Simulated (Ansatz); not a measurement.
# Hf₂N: a line through a two-coordinate scan, part 2 of 2

Aim: follow the energy of Hf2N (P4_2/mnm, No. 136; 6 atoms in the cell) along one coordinate, c/a of the conventional cell, with the other held at volume per atom = 16.29 Å³.

Ansatz 0.2.0; DFT PBEsol, scalar-relativistic, plane waves, PAW. The steps go on from the part before.

## Step 8: Point (16.29 Å³, 0.609)

File input.yaml:

```yaml
crystal:
  lattice:
    - [5.4329564048, 0.0, 0.0]
    - [0.0, 5.4329564048, 0.0]
    - [0.0, 0.0, 3.3111071366]
  atoms:
    - { symbol: Hf, position: [0.2954631013, 0.2954631013, 0.0] }
    - { symbol: Hf, position: [0.7045368987, 0.7045368987, 0.0] }
    - { symbol: Hf, position: [0.7954631013, 0.2045368987, 0.5] }
    - { symbol: Hf, position: [0.2045368987, 0.7954631013, 0.5] }
    - { symbol: "N", position: [0.0, 0.0, 0.0] }
    - { symbol: "N", position: [0.5, 0.5, 0.5] }
basis:
  ecutwfc: 520.0
kpoints:
  mp_grid: { grid: [8, 8, 14] }
hamiltonian:
  xc: pbesol
  pseudopotentials: { kind: paw, azcp: { folder: soft_1 } }
scf:
  occupations: { method: gaussian, width: 0.15 }
output:
  forces: true
  stress: true
  eigenvalues: true
```

Command:

```console
ansatz run input.yaml --threads 4 --pin off --max-ram 8192MiB --backend cpu --events-out ev --progress --plain --runs-dir out
```

Output, cut to the lines that bear on the results:

```text
Warning: <dir> the record states the generating functional pbe (its physics header spells it `PBE`), which answers neither for hamiltonian.xc's functional nor for the pbesol family's — results may be inconsistent (PPs are generated against a specific XC)
[...]
Warning: RAYON_NUM_THREADS=4 ignored (pool sized by the plan → 4); use --threads N
[...]
Pseudopotentials: kind: paw
Pseudopotential: Hf, paw, valence charge 26, recommended cutoff 420 eV (normal), <dir>
Pseudopotential: N, paw, valence charge 5, recommended cutoff 420 eV (normal), <dir>
Functional definition: PBEsol
[...]
Crystal: 6 atoms, lattice volume = 97.734 Å³
Basis set: ecut = 520 eV, 2633 PW (Γ), exchange–correlation on 90×90×50 points (8 copies of the dense FFT grid, shifted against one another)
Bands: 69, of which v1, the nominal top of the filled ones, is band 57 counted from 1 (56 counted from 0)
Symmetry: 16 space group operations
Space group: P42/mnm (ITA 136), of the structure as read, at distance tolerance 4.6e-5 Å
k-points: 120 of 896
[...]
SCF iter   1: F=—  HF=-63160.116546 eV  |F-HF|=—  |Δ(HF+E_count)|=         —  Δρ=4.46e-2  dr2=1.32e0  ethr=3.10e-3  ⟨swp⟩=5.3  Hψ=24938  notcnv=0  defer=34
[...]
SCF iter   9: F=-63159.890094 eV  HF=-63159.890094 eV  |F-HF|=1.35e-8  |Δ(HF+E_count)|=   1.65e-7  Δρ=9.65e-6  dr2=5.61e-8  ethr=8.77e-11  ⟨swp⟩=10.0  Hψ=45837  notcnv=0
[...]
SCF converged after 9 iterations
Free energy (F): -63159.890094 eV
[...]
E sigma→0 (E₀):  -63159.874487 eV
Entropy (-TS):   -0.031215 eV (-5.202 meV/atom)
Fermi energy:    17.907875 eV
[...]
--- Forces (eV/Å), atoms counted from 1 ---
  atom   1  Hf     0.07622605     0.07622605     0.00000000
  atom   2  Hf    -0.07622605    -0.07622605     0.00000000
  atom   3  Hf     0.07622605    -0.07622605     0.00000000
  atom   4  Hf    -0.07622605     0.07622605     0.00000000
  atom   5  N      0.00000000     0.00000000     0.00000000
  atom   6  N      0.00000000    -0.00000000     0.00000000
[...]
--- Stress (GPa, compression-positive) ---
      -13.270289       0.000000       0.000000
        0.000000     -13.270289       0.000000
        0.000000       0.000000     -14.111509
  P = ⅓ Tr σ = -13.5507 GPa (-135.507 kbar)
--- Band table (eV; the first three rows and the last of 120) ---
[...]
```

It took 18 s on 4 threads of Arm Neoverse V2, shared host; peak memory 1 GiB.

Energy on the map's scale: 55 meV/atom.

## Step 9: The run at (16.29 Å³, 0.626)

input.yaml: that of step 8 with these lines changed.

```diff
@@ -2,5 +2,5 @@
   lattice:
-    - [5.4329564048, 0.0, 0.0]
-    - [0.0, 5.4329564048, 0.0]
-    - [0.0, 0.0, 3.3111071366]
+    - [5.3846454609, 0.0, 0.0]
+    - [0.0, 5.3846454609, 0.0]
+    - [0.0, 0.0, 3.3707880585]
   atoms:
```

Command:

```console
ansatz run input.yaml --threads 4 --pin off --max-ram 8192MiB --backend cpu --events-out ev --progress --plain --runs-dir out
```

Output, cut to the lines that bear on the results:

```text
[...]
SCF converged after 9 iterations
Free energy (F): -63159.845789 eV
[...]
E sigma→0 (E₀):  -63159.829349 eV
Entropy (-TS):   -0.032881 eV (-5.480 meV/atom)
Fermi energy:    17.917258 eV
[...]
--- Forces (eV/Å), atoms counted from 1 ---
  atom   1  Hf     0.01153242     0.01153242     0.00000000
  atom   2  Hf    -0.01153242    -0.01153242     0.00000000
  atom   3  Hf     0.01153242    -0.01153242     0.00000000
  atom   4  Hf    -0.01153242     0.01153242     0.00000000
  atom   5  N      0.00000000    -0.00000000     0.00000000
  atom   6  N     -0.00000000     0.00000000     0.00000000
[...]
--- Stress (GPa, compression-positive) ---
      -11.218312       0.000000       0.000000
        0.000000     -11.218312       0.000000
        0.000000       0.000000     -18.438302
  P = ⅓ Tr σ = -13.6250 GPa (-136.250 kbar)
--- Band table (eV; the first three rows and the last of 120) ---
[...]
```

Run time: 18 s. Hardware: 4 threads of Arm Neoverse V2, shared host; peak memory 1 GiB.

That is 62 meV/atom from the zero.

## Step 10: Point (16.29 Å³, 0.643)

input.yaml: that of step 9 with these lines changed.

```diff
@@ -2,5 +2,5 @@
   lattice:
-    - [5.3846454609, 0.0, 0.0]
-    - [0.0, 5.3846454609, 0.0]
-    - [0.0, 0.0, 3.3707880585]
+    - [5.3370435828, 0.0, 0.0]
+    - [0.0, 5.3370435828, 0.0]
+    - [0.0, 0.0, 3.4311853194]
   atoms:
```

Command:

```console
ansatz run input.yaml --threads 4 --pin off --max-ram 8192MiB --backend cpu --events-out ev --progress --plain --runs-dir out
```

Output, cut to the lines that bear on the results:

```text
Warning: <dir> the record states the generating functional pbe (its physics header spells it `PBE`), which answers neither for hamiltonian.xc's functional nor for the pbesol family's — results may be inconsistent (PPs are generated against a specific XC)
[...]
Warning: RAYON_NUM_THREADS=4 ignored (pool sized by the plan → 4); use --threads N
[...]
[... 4 set-up lines as earlier in the session ...]
[...]
Crystal: 6 atoms, lattice volume = 97.734 Å³
Basis set: ecut = 520 eV, 2613 PW (Γ), exchange–correlation on 80×80×54 points (8 copies of the dense FFT grid, shifted against one another)
Bands: 69, of which v1, the nominal top of the filled ones, is band 57 counted from 1 (56 counted from 0)
[... 2 set-up lines as earlier in the session ...]
k-points: 120 of 896
[...]
SCF iter   1: F=—  HF=-63159.971577 eV  |F-HF|=—  |Δ(HF+E_count)|=         —  Δρ=4.52e-2  dr2=1.36e0  ethr=3.10e-3  ⟨swp⟩=5.3  Hψ=24930  notcnv=0  defer=31
[...]
SCF iter   9: F=-63159.735154 eV  HF=-63159.735154 eV  |F-HF|=6.95e-9  |Δ(HF+E_count)|=   1.48e-7  Δρ=7.15e-6  dr2=3.27e-8  ethr=8.77e-11  ⟨swp⟩=9.9  Hψ=44770  notcnv=0
[...]
SCF converged after 9 iterations
Free energy (F): -63159.735154 eV
[...]
E sigma→0 (E₀):  -63159.717981 eV
Entropy (-TS):   -0.034346 eV (-5.724 meV/atom)
Fermi energy:    17.926313 eV
[...]
--- Forces (eV/Å), atoms counted from 1 ---
  atom   1  Hf    -0.05401745    -0.05401745    -0.00000000
  atom   2  Hf     0.05401745     0.05401745     0.00000000
  atom   3  Hf    -0.05401745     0.05401745     0.00000000
  atom   4  Hf     0.05401745    -0.05401745    -0.00000000
  atom   5  N      0.00000000     0.00000000     0.00000000
  atom   6  N      0.00000000     0.00000000     0.00000000
[...]
--- Stress (GPa, compression-positive) ---
       -9.151550      -0.000000      -0.000000
       -0.000000      -9.151550      -0.000000
       -0.000000      -0.000000     -22.278465
  P = ⅓ Tr σ = -13.5272 GPa (-135.272 kbar)
--- Band table (eV; the first three rows and the last of 120) ---
[...]
```

Wall time 16 s (4 threads of Arm Neoverse V2, shared host); peak memory 1 GiB.

On the map this point reads 80 meV/atom.

## Step 11: Changed: mp_grid.grid [5, 5, 9], ecutwfc left out

input.yaml: that of step 10 with these lines changed.

```diff
@@ -12,6 +12,4 @@
     - { symbol: "N", position: [0.5, 0.5, 0.5] }
-basis:
-  ecutwfc: 520.0
 kpoints:
-  mp_grid: { grid: [8, 8, 14] }
+  mp_grid: { grid: [5, 5, 9] }
 hamiltonian:
@@ -23,3 +21,3 @@
   forces: true
+  eigenvalues: true
   stress: true
-  eigenvalues: true
```

Command:

```console
ansatz run input.yaml --threads 4 --pin off --max-ram 8192MiB --backend cpu --events-out ev --progress --plain --runs-dir out
```

Output, cut to the lines that bear on the results:

```text
Warning: <dir> the record states the generating functional pbe (its physics header spells it `PBE`), which answers neither for hamiltonian.xc's functional nor for the pbesol family's — results may be inconsistent (PPs are generated against a specific XC)
[...]
Warning: RAYON_NUM_THREADS=4 ignored (pool sized by the plan → 4); use --threads N
[...]
[... 4 set-up lines as earlier in the session ...]
[...]
Crystal: 6 atoms, lattice volume = 97.734 Å³
Basis set: ecut = 420 eV, 1899 PW (Γ), exchange–correlation on 72×72×48 points (8 copies of the dense FFT grid, shifted against one another)
Bands: 69, of which v1, the nominal top of the filled ones, is band 57 counted from 1 (56 counted from 0)
[... 2 set-up lines as earlier in the session ...]
k-points: 30 of 225
[...]
SCF iter   1: F=—  HF=-63159.960711 eV  |F-HF|=—  |Δ(HF+E_count)|=         —  Δρ=4.52e-2  dr2=1.37e0  ethr=3.10e-3  ⟨swp⟩=5.4  Hψ=6153  notcnv=0  defer=13
[...]
SCF iter   9: F=-63159.721287 eV  HF=-63159.721288 eV  |F-HF|=2.37e-8  |Δ(HF+E_count)|=   5.68e-8  Δρ=6.27e-6  dr2=3.04e-8  ethr=8.77e-11  ⟨swp⟩=17.8  Hψ=17622  notcnv=0
[...]
SCF converged after 9 iterations
Free energy (F): -63159.721287 eV
[...]
E sigma→0 (E₀):  -63159.703900 eV
Entropy (-TS):   -0.034775 eV (-5.796 meV/atom)
Fermi energy:    17.935982 eV
[...]
--- Forces (eV/Å), atoms counted from 1 ---
  atom   1  Hf    -0.04994929    -0.04994929    -0.00000000
  atom   2  Hf     0.04994929     0.04994929     0.00000000
  atom   3  Hf    -0.04994929     0.04994929     0.00000000
  atom   4  Hf     0.04994929    -0.04994929    -0.00000000
  atom   5  N      0.00000000     0.00000000     0.00000000
  atom   6  N      0.00000000     0.00000000     0.00000000
[...]
--- Stress (GPa, compression-positive) ---
       -9.154417      -0.000000      -0.000000
       -0.000000      -9.154417      -0.000000
       -0.000000      -0.000000     -22.285526
  P = ⅓ Tr σ = -13.5315 GPa (-135.315 kbar)
--- Band table (eV; the first three rows and the last of 30) ---
[...]
```

It took 3.3 s on 4 threads of Arm Neoverse V2, shared host; peak memory 0.53 GiB.

```tsv
run	ending	energy change	pressure (GPa)	gap (eV)	force (eV/Å)	cycles	time
step 10	converged	0	-13.5	0.00	0.08	9	16 s
variant	converged	+2.3 meV/atom	-13.5	0.00	0.07	9	3.3 s
```

Changing the k-point mesh and cutoff moves the energy by +2.3 meV/atom. More than one kind of setting changed, and this run alone doesn't tell their shares apart. Cost: 3.3 s against 16 s.

## Step 12: Grid point (16.29 Å³, 0.660)

input.yaml: that of step 10 with these lines changed.

```diff
@@ -2,5 +2,5 @@
   lattice:
-    - [5.3370435828, 0.0, 0.0]
-    - [0.0, 5.3370435828, 0.0]
-    - [0.0, 0.0, 3.4311853194]
+    - [5.2897456749, 0.0, 0.0]
+    - [0.0, 5.2897456749, 0.0]
+    - [0.0, 0.0, 3.4928190691]
   atoms:
```

Command:

```console
ansatz run input.yaml --threads 4 --pin off --max-ram 8192MiB --backend cpu --events-out ev --progress --plain --runs-dir out
```

Output, cut to the lines that bear on the results:

```text
[...]
SCF converged after 9 iterations
Free energy (F): -63159.562826 eV
[...]
E sigma→0 (E₀):  -63159.544833 eV
Entropy (-TS):   -0.035986 eV (-5.998 meV/atom)
Fermi energy:    17.933713 eV
[...]
--- Forces (eV/Å), atoms counted from 1 ---
  atom   1  Hf    -0.12216555    -0.12216555     0.00000000
  atom   2  Hf     0.12216555     0.12216555     0.00000000
  atom   3  Hf    -0.12216555     0.12216555     0.00000000
  atom   4  Hf     0.12216555    -0.12216555     0.00000000
  atom   5  N      0.00000000     0.00000000     0.00000000
  atom   6  N      0.00000000    -0.00000000     0.00000000
[...]
--- Stress (GPa, compression-positive) ---
       -7.102399       0.000000       0.000000
        0.000000      -7.102399       0.000000
        0.000000       0.000000     -25.608067
  P = ⅓ Tr σ = -13.2710 GPa (-132.710 kbar)
--- Band table (eV; the first three rows and the last of 120) ---
[...]
```

Run time: 15 s. Hardware: 4 threads of Arm Neoverse V2, shared host; peak memory 1 GiB.

That is 109 meV/atom from the zero.

## Step 13: The line in numbers

This closing draws on all 2 parts.

```
c/a of the conventional cell  step  energy (meV/atom)  slope (meV/atom per unit)  pressure (GPa)  largest force on an atom (eV/Å)
                       0.562     3                107                      −2477          −12.24                             0.37
                       0.578     6                 76                      −1537          −12.86                             0.28
                       0.593     7                 59                       −677          −13.30                             0.20
                       0.609     8                 55                         94          −13.55                             0.11
                       0.626     9                 62                        782          −13.62                             0.02
                       0.643    10                 80                       1384          −13.53                             0.08
                       0.660    12                109                       1900          −13.27                             0.17
```

Energies count from the relaxed crystal. Slopes come from the forces (and the stress, where the cell changes), not from differences of energies.

```tsv
run	outcome
step 4, run with hubbard.sites [{species: Hf, l: d, u_eff: 40.0}] (against step 3)	converged, 10 SCF cycles; not a sound result
step 11, run with mp_grid.grid [5, 5, 9], ecutwfc left out (against step 10)	+2.3 meV/atom
```

What this shows: Along the line the energy is lowest at 0.609, 55 meV/atom from the zero. Energies and slopes round the minimum, fitted together, put the minimum at 0.6073, with a curvature of about 46000 meV/atom per (unit)². The highest point computed, at 0.660, lies 55 meV/atom above the lowest. This is one cut through a surface in two coordinates; the map's lowest point lies off it. Spin-orbit coupling is left out for Hf.
